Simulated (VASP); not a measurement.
# SrVO3 (Pm-3m) in VASP: single point with PBE

Aim: the single point of SrVO3 with PBE.

All numbers are computed with VASP 6.6.1; they aren't measurements. Logs are shortened: lines on timing, memory, paths and dates and some standing lists are left out, and cuts for length are marked.

## 1. The crystal as given

It takes space group Pm-3m (No. 221, cubic). Conventional cell: a = 3.841 Å, b = 3.841 Å, c = 3.841 Å, α = 90.00°, β = 90.00°, γ = 90.00°. Sr (site symmetry m-3m) has 12 O at 2.72 Å as nearest neighbours. V (site symmetry m-3m) is surrounded by 6 O at 1.92 Å. Around O (site symmetry 4/mmm) lie 2 V at 1.92 Å.

## 2. Single point, PBE, collinear spin, typed start

File INCAR:

```
SYSTEM = SrVO3
ALGO = Fast
EDIFF = 1E-6
ENCUT = 520
GGA = PE
ISIF = 2
ISMEAR = -1
ISPIN = 2
LASPH = .True.
LCHARG = .False.
LMAXMIX = 4
LORBIT = 11
LREAL = .False.
LWAVE = .False.
MAGMOM = 0 1.5 0 0 0
NBANDS = 32
NELM = 150
PREC = Accurate
SIGMA = 0.05
```

File KPOINTS:

```
k-points
0
Gamma
  7 7 7
  0 0 0
```

File POSCAR:

```
SrVO3
1.0
    3.8409000000      0.0000000000      0.0000000000
    0.0000000000      3.8409000000      0.0000000000
    0.0000000000      0.0000000000      3.8409000000
Sr V O
1 1 3
Direct
    0.5000000000      0.5000000000      0.5000000000
    0.0000000000      0.0000000000      0.0000000000
    0.5000000000      0.0000000000      0.0000000000
    0.0000000000      0.5000000000      0.0000000000
    0.0000000000      0.0000000000      0.5000000000
```

Potentials or basis: VASP PAW PBE potentials, release 64 (Sr_sv, V_sv, O).

Command:

```console
$ cat potpaw_PBE.64/Sr_sv/POTCAR potpaw_PBE.64/V_sv/POTCAR potpaw_PBE.64/O/POTCAR > POTCAR
$ mpirun -np 1 vasp_std > vasp.out
```

OUTCAR:

```text
SYSTEM = SrVO3
   EDIFF = 1E-6
   ENCUT = 520
   GGA = PE
   ISIF = 2
   ISMEAR = -1
   ISPIN = 2
   LASPH = .True.
   LORBIT = 11
   LREAL = .False.
   NELM = 150
   PREC = Accurate

 ion  position               nearest neighbor table
   1  0.500  0.500  0.500-   3 2.72   4 2.72   5 2.72   3 2.72   4 2.72   3 2.72   5 2.72   3 2.72
                             4 2.72   5 2.72   4 2.72   5 2.72   2 3.33   2 3.33   2 3.33   2 3.33
   2  0.000  0.000  0.000-   3 1.92   4 1.92   5 1.92   5 1.92   4 1.92   3 1.92   1 3.33   1 3.33
                             1 3.33   1 3.33   1 3.33   1 3.33   1 3.33   1 3.33
   3  0.500  0.000  0.000-   2 1.92   2 1.92   1 2.72   1 2.72   1 2.72   1 2.72
   4  0.000  0.500  0.000-   2 1.92   2 1.92   1 2.72   1 2.72   1 2.72   1 2.72
   5  0.000  0.000  0.500-   2 1.92   2 1.92   1 2.72   1 2.72   1 2.72   1 2.72

  LATTYP: Found a simple cubic cell.
 ALAT       =     3.8409000000

  Lattice vectors:

 A1 = (   3.8409000000,   0.0000000000,   0.0000000000)
 A2 = (   0.0000000000,   3.8409000000,   0.0000000000)
 A3 = (   0.0000000000,   0.0000000000,   3.8409000000)

Analysis of symmetry for initial positions (statically):
=====================================================================
 Subroutine PRICEL returns:
 Original cell was already a primitive cell.

 Routine SETGRP: Setting up the symmetry group for a
 simple cubic supercell.

 Subroutine GETGRP returns: Found 48 space group operations
 (whereof 48 operations were pure point group operations)
 out of a pool of 48 trial point group operations.

The static configuration has the point symmetry O_h .

Analysis of symmetry for dynamics (positions and initial velocities):
=====================================================================
 Subroutine PRICEL returns:
 Original cell was already a primitive cell.

 Routine SETGRP: Setting up the symmetry group for a
 simple cubic supercell.

 Subroutine GETGRP returns: Found 48 space group operations
 (whereof 48 operations were pure point group operations)
 out of a pool of 48 trial point group operations.

The dynamic configuration has the point symmetry O_h .

Analysis of structural, dynamic, and magnetic symmetry:
=====================================================================
 Subroutine PRICEL returns:
 Original cell was already a primitive cell.

 Routine SETGRP: Setting up the symmetry group for a
 simple cubic supercell.

 Subroutine GETGRP returns: Found 48 space group operations
 (whereof 48 operations were pure point group operations)
 out of a pool of 48 trial point group operations.

The overall configuration has the point symmetry O_h .

 Subroutine INISYM returns: Found 48 space group operations
 (whereof 48 operations are pure point group operations),
 and found     1 'primitive' translations

----------------------------------------------------------------------------------------

                                     Primitive cell

  volume of cell :      56.6629

  direct lattice vectors                    reciprocal lattice vectors
     3.840900000  0.000000000  0.000000000     0.260355646  0.000000000  0.000000000
     0.000000000  3.840900000  0.000000000     0.000000000  0.260355646  0.000000000
     0.000000000  0.000000000  3.840900000     0.000000000  0.000000000  0.260355646

  length of vectors
     3.840900000  3.840900000  3.840900000     0.260355646  0.260355646  0.260355646

  position of ions in fractional coordinates (direct lattice)
     0.500000000  0.500000000  0.500000000
     0.000000000  0.000000000  0.000000000
     0.500000000  0.000000000  0.000000000
     0.000000000  0.500000000  0.000000000
     0.000000000  0.000000000  0.500000000

  ion indices of the primitive-cell ions
   primitive index   ion index
                 1           1
                 2           2
                 3           3
                 4           4
                 5           5

----------------------------------------------------------------------------------------

[... 28 lines left out ...]
  0.285714  0.000000  0.000000      6.000000
  0.428571  0.000000  0.000000      6.000000
  0.142857  0.142857  0.000000     12.000000
  0.285714  0.142857  0.000000     24.000000
[... 12 lines left out ...]
  0.428571  0.428571  0.285714     24.000000
  0.428571  0.428571  0.428571      8.000000
   k-points           NKPTS =     20   k-points in BZ     NKDIM =     20   number of bands    NBANDS=     32
   number of dos      NEDOS =    301   number of ions     NIONS =      5
   total plane-waves  NPLWV =  27000
   dimension x,y,z NGX =    30 NGY =   30 NGZ =   30
   dimension x,y,z NGXF=    60 NGYF=   60 NGZF=   60
   ions per type =               1   1   3
   NGX,Y,Z   is equivalent  to a cutoff of  12.98, 12.98, 12.98 a.u.
   NGXF,Y,Z  is equivalent  to a cutoff of  25.97, 25.97, 25.97 a.u.
 SYSTEM =  SrVO3
   PREC   = accura    normal or accurate (medium, high low for compatibility)
   ISTART =      0    job   : 0-new  1-cont  2-samecut
   ICHARG =      2    charge: 1-file 2-atom 10-const
   ISPIN  =      2    spin polarized calculation?
   LNONCOLLINEAR =      F non collinear calculations
   LSORBIT =      F    spin-orbit coupling
   LASPH  =      T    aspherical Exc in radial PAW
   ENCUT  =  520.0 eV  38.22 Ry    6.18 a.u.   7.14  7.14  7.14*2*pi/ulx,y,z
   NELM   =    150;   NELMIN=  2; NELMDL= -5     # of ELM steps
   EDIFF  = 0.1E-05   stopping-criterion for ELM
   LREAL  =      F    real-space projection
   EDIFFG = 0.1E-04   stopping-criterion for IOM
   NSW    =      0    number of steps for IOM
   IBRION =     -1    ionic relax: 0-MD 1-quasi-New 2-CG
   NFREE  =      0    steps in history (QN), initial steepest desc. (CG)
   ISIF   =      2    stress and relaxation
   ISYM   =      2    0-nonsym 1-usesym 2-fastsym
   POTIM  = 0.5000    time-step for ionic-motion
   TEBEG  =    0.0;   TEEND  =   0.0 temperature during run
   PSTRESS=    0.0 pullay stress
   NELECT =      41.0000    total number of electrons
   NUPDOWN=      -1.0000    fix difference up-down
   EMIN   =  10.00;   EMAX   =-10.00  energy-range for DOS
   EFERMI =   0.00;   METHOD = LEGACY
   ISMEAR =    -1;   SIGMA  =   0.05  broadening in eV -4-tet -1-fermi 0-gaus
   EFERMI_NEDOS =   21; number of points for ismear=-14 and -15
   IALGO  =     68    algorithm
   IMIX   =      4    mixing-type and parameters
     AMIX     =   0.40;   BMIX     =  1.00
     AMIX_MAG =   1.60;   BMIX_MAG =  1.00
  volume/ion in A,a.u.               =      11.33        76.48
  Fermi-wavevector in a.u.,A,eV,Ry     =   1.469726  2.777380 29.389880  2.160095
  Thomas-Fermi vector in A             =   2.585069
   LORBIT       =     11    0 simple, 1 ext, 2 COOP (PROOUT), +10 PAW based schemes
   GGA     = PE    functional components
   LHFCALC =     F    Hartree Fock is set to
   AEXX    =    0.0000 exact exchange contribution
   IVDW    =     0    specifies the selected vdW correction
   LEPSILON=     F    determine dielectric tensor
   LRPA    =     F    only Hartree local field effects (RPA)
 spin polarized calculation
 RMM-DIIS sequential band-by-band and
  energy-cutoff  :      520.00
  volume of cell :       56.66
 maximum number of plane-waves:      1551
 NGX is ok and might be reduce to    30
   NGX = 15   NGY = 15   NGZ = 15

 number of electron      41.0000013 magnetization       0.2577451

 number of electron      41.0000017 magnetization      -0.0008108

 Free energy of the ion-electron system (eV)
  ---------------------------------------------------
  ext. energy  EPLUGINS =         0.00000000
  ---------------------------------------------------
  free energy    TOTEN  =       -39.29282764 eV

  energy without entropy =      -39.28105744  energy(sigma->0) =      -39.28694254

 E-fermi :   6.2176     XC(G=0): -11.5752

 val. band max:        6.1885336022   @ k =   0.4286   0.1429   0.1429
 cond. band min:       6.5984444150   @ k =   0.2857   0.2857   0.0000
 fundamental gap:      0.4099108127
 Fermi energy:         6.2176179657

 spin component 1

 k-point     1 :       0.0000    0.0000    0.0000
  band No.  band energies     occupation
      1     -59.5529      1.00000
      2     -33.3883      1.00000
      3     -33.3883      1.00000
      4     -33.3883      1.00000
      5     -28.2585      1.00000
      6     -13.4706      1.00000
[... 689 lines left out ...]
     31      15.3177      0.00000
     32      19.0862      0.00000
 Fermi energy:         6.2176179657

 spin component 2

 k-point     1 :       0.0000    0.0000    0.0000
  band No.  band energies     occupation
      1     -59.5537      1.00000
      2     -33.3891      1.00000
      3     -33.3891      1.00000
      4     -33.3891      1.00000
      5     -28.2585      1.00000
      6     -13.4706      1.00000
[... 689 lines left out ...]
     31      15.3190      0.00000
     32      19.0955      0.00000

------------------------ aborting loop because EDIFF is reached ----------------------------------------

  FORCE on cell =-STRESS in cart. coord.  units (eV):
  Direction    XX          YY          ZZ          XY          YZ          ZX
  --------------------------------------------------------------------------------------
  -------------------------------------------------------------------------------------
  Total        1.1548577      1.1548577      1.1548577     -0.0000000      0.0000000     -0.0000000
  in kB       32.6542763     32.6542763     32.6542763     -0.0000000      0.0000000     -0.0000000
  external PRESSURE =      32.6542763 kB  Pullay stress =       0.0000000 kB

 VOLUME and BASIS-vectors are now :
 -----------------------------------------------------------------------------
  energy-cutoff  :      520.00
  volume of cell :       56.66
      direct lattice vectors                 reciprocal lattice vectors
     3.840900000  0.000000000  0.000000000     0.260355646  0.000000000  0.000000000
     0.000000000  3.840900000  0.000000000     0.000000000  0.260355646  0.000000000
     0.000000000  0.000000000  3.840900000     0.000000000  0.000000000  0.260355646

 POSITION                                       TOTAL-FORCE (eV/Angst)
 -----------------------------------------------------------------------------------
      1.92045      1.92045      1.92045         0.000000      0.000000      0.000000
      0.00000      0.00000      0.00000         0.000000      0.000000      0.000000
      1.92045      0.00000      0.00000         0.000000      0.000000      0.000000
      0.00000      1.92045      0.00000         0.000000      0.000000      0.000000
      0.00000      0.00000      1.92045         0.000000      0.000000      0.000000
 -----------------------------------------------------------------------------------
    total drift:                                0.000000     -0.000000      0.000000

  FREE ENERGIE OF THE ION-ELECTRON SYSTEM (eV)
  ---------------------------------------------------
  free  energy   TOTEN  =       -39.2928276401 eV

  energy  without entropy=      -39.2810574409  energy(sigma->0) =      -39.28694254

 total charge

# of ion       s       p       d       tot
------------------------------------------
    1        2.000   5.803   0.219   8.021
    2        2.285   6.349   2.957  11.592
    3        1.565   3.482   0.000   5.047
    4        1.565   3.482   0.000   5.047
    5        1.565   3.482   0.000   5.047
--------------------------------------------------
tot          8.979  22.599   3.176  34.753

 magnetization (x)

# of ion       s       p       d       tot
------------------------------------------
    1       -0.000   0.000  -0.000  -0.000
    2       -0.000  -0.000  -0.001  -0.001
    3        0.000   0.000   0.000   0.000
    4        0.000   0.000   0.000   0.000
    5        0.000   0.000   0.000   0.000
--------------------------------------------------
tot         -0.000   0.000  -0.001  -0.001
```

Wall time 2.9 min (1 thread of Intel Xeon Platinum 8375C at 2.90GHz (Ice Lake), shared host); peak memory 0.22 GiB.

Results:

```
Free energy                                           : -39.2928 eV
Pressure                                              : 3.3 GPa
Band gap on the k mesh                                : none (metal or under the smearing width)
Net moment                                            : 0.00 μB per cell
Valence electrons inside the program's atomic spheres : Sr 8.02; V 11.59; O 5.05
```

Caveat: semilocal functionals often make such compounds metallic where correlation or magnetic order opens a gap, which also shifts bond lengths.
